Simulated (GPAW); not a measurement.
FeO (Wuestite), 2 atoms in the cell. Symmetry: Fm-3m, No. 225, cubic system. The conventional cell has a = 4.311 Å, b = 4.311 Å, c = 4.311 Å, α = 90.00°, β = 90.00°, γ = 90.00°. Fe (site symmetry m-3m) is surrounded by 6 O at 2.16 Å. O (site symmetry m-3m) has 6 Fe at 2.16 Å as nearest neighbours. 

```yaml
Program: GPAW 26.7.0
Task: single point
Functional: PBE
Potentials_or_basis: GPAW PAW data sets (gpaw-data 1.2.1)
Cutoff: 800 eV
Basis: pw
k_mesh: 11 × 11 × 11
Occupations: fermi-dirac, width 0.05 eV
Spin: collinear spin, ferromagnetic start
Starting_moments: "[3.0, 0.0] μB"
Maxiter: 150
```

Potentials or basis: GPAW PAW data sets (gpaw-data 1.2.1), pw.

Run with:

```sh
$ OMP_NUM_THREADS=1 python run.py
```

Hardware: 1 thread of Intel(R) Xeon(R) Platinum 8488C (Sapphire Rapids) (shared host).

**Question.** How long does it take, and how much memory?

**Answer.** Run time: 37 s on 1 thread of Intel(R) Xeon(R) Platinum 8488C (Sapphire Rapids), with other jobs on the host, peak memory 0.18 GiB. Counts: scf iterations 11, plane waves 1039, bands 17, k points 56.
